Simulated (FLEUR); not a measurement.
Crystal: BAs.

```
CELL_PARAMETERS angstrom
0.00000 2.38850 2.38850
2.38850 0.00000 2.38850
2.38850 2.38850 0.00000
ATOMIC_POSITIONS crystal
As 0.75000 0.75000 0.75000
B 0.00000 0.00000 0.00000
```

Base run:

| Quantity | Value |
| --- | --- |
| Program | FLEUR MaX-R8.1 (later development tree) |
| Functional | r2SCAN |
| Potentials or basis | all-electron |
| Basis | FLAPW |
| Kmax | 4.78 1/bohr |
| k mesh | 10 × 10 × 10 |
| Occupations | fermi-dirac, width 0.05 eV |
| Spin | no spin polarisation |

Its results: band gap on the k mesh 1.37 eV, indirect (least direct gap 3.45 eV).

Q: The run is repeated on the same cell with these changes: functional from r2SCAN to LDA. What comes out?

A: Band gap on the k mesh 1.13 eV, indirect (least direct gap 3.26 eV).

r2SCAN gives the wider gap, since meta-GGAs in the generalised Kohn-Sham scheme recover part of the derivative discontinuity.

Caveats: the meta-GGA is that of a development version, with a GGA for the radial functions and cores and without core tails (some runs).

Not every run made on this cell is shown here.
